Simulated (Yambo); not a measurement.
Input of a Yambo 5.3.0 run:

File optics5.in:

```
optics
chi
Chimod= "HARTREE"
% BndsRnXd
 1 | 12 |
%
NGsBlkXd= 2 Ry
% LongDrXd
 1 | 1 | 0 |
%
% QpntsRXd
 1 | 1 |
%
% EnRngeXd
 0 | 15 | eV
%
% DmRngeXd
 0.05 | 0.05 | eV
%
ETStpsXd= 200
```

The input scf.in:

```
&CONTROL
  calculation = 'scf'
  prefix = 'pwscf'
  outdir = './tmp'
  pseudo_dir = './pseudo'
/
&SYSTEM
  ibrav = 0
  nat = 1
  ntyp = 1
  ecutwfc = 78
  nbnd = 13
  occupations = 'smearing'
  smearing = 'fd'
  degauss = 0.00367493
  force_symmorphic = .true.
/
&ELECTRONS
  conv_thr = 2d-10
  electron_maxstep = 120
  mixing_beta = 0.5
/
ATOMIC_SPECIES
Ge    72.6300 Ge.upf
CELL_PARAMETERS angstrom
   1.3971490000   -2.6005160000    0.0000000000
   1.3971490000    2.6005160000    0.0000000000
   0.0000000000    0.0000000000    2.6982310000
ATOMIC_POSITIONS crystal
Ge     0.5000000000    0.5000000000    0.0000000000
K_POINTS automatic
16 16 16 0 0 0
```

Contents of nscf.in:

```
&CONTROL
  calculation = 'nscf'
  prefix = 'pwscf'
  outdir = './tmp'
  pseudo_dir = './pseudo'
/
&SYSTEM
  ibrav = 0
  nat = 1
  ntyp = 1
  ecutwfc = 78
  nbnd = 32
  occupations = 'smearing'
  smearing = 'fd'
  degauss = 0.00367493
  force_symmorphic = .true.
/
&ELECTRONS
  conv_thr = 1d-08
  diago_full_acc = .true.
  diago_thr_init = 1d-06
/
ATOMIC_SPECIES
Ge    72.6300 Ge.upf
CELL_PARAMETERS angstrom
   1.3971490000   -2.6005160000    0.0000000000
   1.3971490000    2.6005160000    0.0000000000
   0.0000000000    0.0000000000    2.6982310000
ATOMIC_POSITIONS crystal
Ge     0.5000000000    0.5000000000    0.0000000000
K_POINTS automatic
16 16 16 0 0 0
```

Potentials or basis: PseudoDojo 0.4.1 SR PBEsol standard.

Launch:

```bash
$ OMP_NUM_THREADS=1 pw.x -in scf.in > scf.out
$ OMP_NUM_THREADS=1 pw.x -in nscf.in > nscf.out
$ cd tmp/pwscf.save; p2y; mv SAVE ../..; cd ../..
$ OMP_NUM_THREADS=1 yambo
$ OMP_NUM_THREADS=1 yambo -F optics5.in -J optics5 -C optics5_out
```

Estimate the band gap on the k mesh, mean-field level.

none (metal or under the smearing width).

Dielectric function (along the field direction of the input):
```tsv
energy (eV)	real part	imaginary part
0.30	33.12	1.13
1.06	58.22	39.65
1.81	5.33	50.99
2.56	-17.81	19.20
3.39	-5.03	3.73
4.15	-3.39	2.16
4.90	-0.51	2.58
5.65	-2.67	3.72
6.48	-2.25	1.49
7.24	-1.54	0.95
7.99	-0.98	0.84
8.74	-0.65	0.76
9.57	-0.39	0.42
10.33	-0.12	0.40
11.08	0.00	0.30
11.83	0.16	0.30
12.66	0.18	0.24
13.42	0.27	0.29
14.17	0.37	0.16
15.00	0.43	0.16
```

Caveat: the intraband (Drude) term of the metal is left out; the ground state has no gap, which makes the many-body step unreliable; these spectra lack excitons.
